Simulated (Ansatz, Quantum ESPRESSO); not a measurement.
Given: the input of a run of Ansatz 0.2.0 on MnS. The cell is a database's computed one, not the measured one.

Contents of input.yaml:

```yaml
crystal:
  lattice:
    - [0.0, 2.4734634191, 2.4734634191]
    - [2.4734634191, 0.0, 2.4734634191]
    - [2.4734634191, 2.4734634191, 0.0]
  atoms:
    - { symbol: Mn, position: [0.0, 0.0, 0.0], spin: 4.0 }
    - { symbol: S, position: [0.75, 0.75, 0.75] }
hamiltonian:
  xc: pbesol
  pseudopotentials: { kind: paw }
magnetization:
  spin_polarized: true
kpoints:
  mp_grid: { grid: [9, 9, 9] }
scf:
  occupations: { method: fermi_dirac, width: 0.05 }
output:
  forces: true
  stress: true
  eigenvalues: true
```

Potentials or basis: Ansatz PAW.

Command:

```console
$ ansatz run input.yaml --threads 1 --pin off --max-ram 3584MiB --backend cpu --events-out ev --progress --plain --runs-dir out
```

**Question.** Translate it to Quantum ESPRESSO 7.5. Potentials or basis there: GBRV 1.5 PBEsol, cutoff 612 eV.

**Answer.** As run (cutoffs and basis follow the program's own potentials, and thresholds, step limits or extra output files can differ):

File pw.in:

```
&CONTROL
  calculation = 'scf'
  prefix = 'pwscf'
  outdir = './tmp'
  pseudo_dir = './pseudo'
  tprnfor = .true.
  tstress = .true.
  disk_io = 'low'
/
&SYSTEM
  ibrav = 0
  nat = 2
  ntyp = 2
  ecutwfc = 45
  ecutrho = 360
  nbnd = 20
  occupations = 'smearing'
  smearing = 'fd'
  degauss = 0.00367493
  nspin = 2
  starting_magnetization(1) = 0.2667
  starting_magnetization(2) = 0
/
&ELECTRONS
  conv_thr = 4d-10
  electron_maxstep = 120
  mixing_beta = 0.3
/
ATOMIC_SPECIES
Mn    54.9380 mn_pbesol_v1.5.uspp.F.UPF
S     32.0600 s_pbesol_v1.4.uspp.F.UPF
CELL_PARAMETERS angstrom
   0.0000000000    2.4734634191    2.4734634191
   2.4734634191    0.0000000000    2.4734634191
   2.4734634191    2.4734634191    0.0000000000
ATOMIC_POSITIONS crystal
Mn     0.0000000000    0.0000000000    0.0000000000
S      0.7500000000    0.7500000000    0.7500000000
K_POINTS automatic
9 9 9 0 0 0
```

Contents of pp_density.in:

```
&INPUTPP
  prefix = 'pwscf'
  outdir = './tmp'
  filplot = 'density.dat'
  plot_num = 0
/
&PLOT
  nfile = 1
  filepp(1) = 'density.dat'
  iflag = 3
  output_format = 6
  fileout = 'density.cube'
/
```

File pp_potential.in:

```
&INPUTPP
  prefix = 'pwscf'
  outdir = './tmp'
  filplot = 'potential.dat'
  plot_num = 11
/
&PLOT
  nfile = 1
  filepp(1) = 'potential.dat'
  iflag = 3
  output_format = 6
  fileout = 'potential.cube'
/
```

pp_spin.in

```
&INPUTPP
  prefix = 'pwscf'
  outdir = './tmp'
  filplot = 'spin.dat'
  plot_num = 6
/
&PLOT
  nfile = 1
  filepp(1) = 'spin.dat'
  iflag = 3
  output_format = 6
  fileout = 'spin.cube'
/
```

Potentials or basis: GBRV 1.5 PBEsol.

Command:

```sh
$ OMP_NUM_THREADS=1 mpirun -n 2 pw.x -nk 2 -in pw.in > pw.out
$ OMP_NUM_THREADS=1 mpirun -n 1 pp.x -in pp_density.in > pp_density.out
$ OMP_NUM_THREADS=1 mpirun -n 1 pp.x -in pp_potential.in > pp_potential.out
$ OMP_NUM_THREADS=1 mpirun -n 1 pp.x -in pp_spin.in > pp_spin.out
```

Both were run:

|  | Ansatz | Quantum ESPRESSO |
| --- | --- | --- |
| Pressure | -3.0 GPa | -3.2 GPa |
| Net moment | 0.24 μB per cell | 0.23 μB per cell |
| Absolute moment | 0.25 μB per cell | 0.25 μB per cell |

Ansatz's pressure holds a Pulay term of +0.02 GPa for its cutoff of 420 eV, which the other run lacks.

Ansatz's potentials were made for PBE.

Where Ansatz's input types no cutoff or centring, it takes its own default and a Γ-centred mesh.

The magnetic state is the one that the start led to; the real crystal's order can differ.

Pressure is positive in compression.
